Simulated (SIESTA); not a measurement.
Ag:

```xyz
1
Lattice="0.0000 2.0427 2.0427 2.0427 0.0000 2.0427 2.0427 2.0427 0.0000" Properties=species:S:1:pos:R:3 pbc="T T T"
Ag    0.0000    0.0000    0.0000
```

Program: SIESTA 5.4.2. Alike in all runs: task band structure; cell as given; smearing fermi-dirac 0.05 eV; grid cutoff 800 Ry.

Problem. Order these runs on this cell by their pressure, lowest first.
A. level PBE; potentials or basis SG15 1.2 (PBE files) or PseudoDojo by element, DZP (energy shift 0.003 Ry; two zetas on semicore shells); spin off; k mesh 11 × 11 × 11; energy shift 0.003 Ry
B. level PBE; potentials or basis PseudoDojo 0.4 standard (PBE files), SZ (energy shift 0.01 Ry); spin off; k mesh 11 × 11 × 11; energy shift 0.01 Ry
C. level PBE; potentials or basis PseudoDojo 0.4 standard (PBE files), DZ (energy shift 0.003 Ry; two zetas on semicore shells); spin off; k mesh 11 × 11 × 11; energy shift 0.003 Ry
D. level vdW-DF-cx; potentials or basis PseudoDojo 0.4 standard (PBE files), DZP (energy shift 0.003 Ry; two zetas on semicore shells); spin off; k mesh 11 × 11 × 11; energy shift 0.003 Ry
E. level PBE; potentials or basis PseudoDojo 0.4 standard (PBE files, fully relativistic), TZP (energy shift 0.003 Ry; two zetas on semicore shells); spin non-collinear, zero start, SOC; k mesh 8 × 8 × 8; energy shift 0.003 Ry

Solution. D (-1.2 GPa), A (0.8 GPa), C (2.6 GPa), E (5.2 GPa), B (10.5 GPa).

Caveats: the basis of atomic orbitals isn't converged, which shifts pressures, moduli and gaps; short orbitals over semicore shells can move pressures by several GPa (some runs); the basis has no polarisation orbitals (some runs); the potentials were made for another functional, which shifts forces and pressure (some runs).
